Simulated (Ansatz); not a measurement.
# Y: the cost of one run

Method: DFT r²SCAN, scalar-relativistic, plane waves, PAW (the target; the first runs use scalar-relativistic PBE), in Ansatz 0.2.0.

## Step 1: The system as given

It takes space group P6_3/mmc (No. 194, hexagonal). The conventional cell has a = 3.650 Å, b = 3.650 Å, c = 5.734 Å, α = 90.00°, β = 90.00°, γ = 120.00°. Y (site symmetry -6m2) is surrounded by 12 Y at 3.56 to 3.65 Å.

As a file:

```
CELL_PARAMETERS angstrom
3.65000 0.00000 0.00000
-1.82500 3.16099 0.00000
0.00000 0.00000 5.73415
ATOMIC_POSITIONS crystal
Y 0.33333 0.66667 0.75000
Y 0.66667 0.33333 0.25000
```

## Step 2: Full relaxation (PBE, 6×6×4 mesh)

The input, input.yaml:

```yaml
crystal:
  lattice:
    - [3.65, 0.0, 0.0]
    - [-1.825, 3.1609927238, 0.0]
    - [0.0, 0.0, 5.73415]
  atoms:
    - { symbol: "Y", position: [0.3333333333, 0.6666666667, 0.75] }
    - { symbol: "Y", position: [0.6666666667, 0.3333333333, 0.25] }
basis:
  ecutwfc: 420
  ecutrho_ratio: 4
kpoints:
  mp_grid: { grid: [6, 6, 4] }
hamiltonian:
  xc: pbe
scf:
  occupations: { method: gaussian, width: 0.05 }
output:
  forces: true
  stress: true
  eigenvalues: true
relax:
  f_tol: 0.03
  max_steps: 60
  cell: { stress_tol: 0.3 }
```

What time and memory should one allow on 2 threads of an Arm CPU, shared host?

About 2.3 s, with a peak of 0.31 GiB.
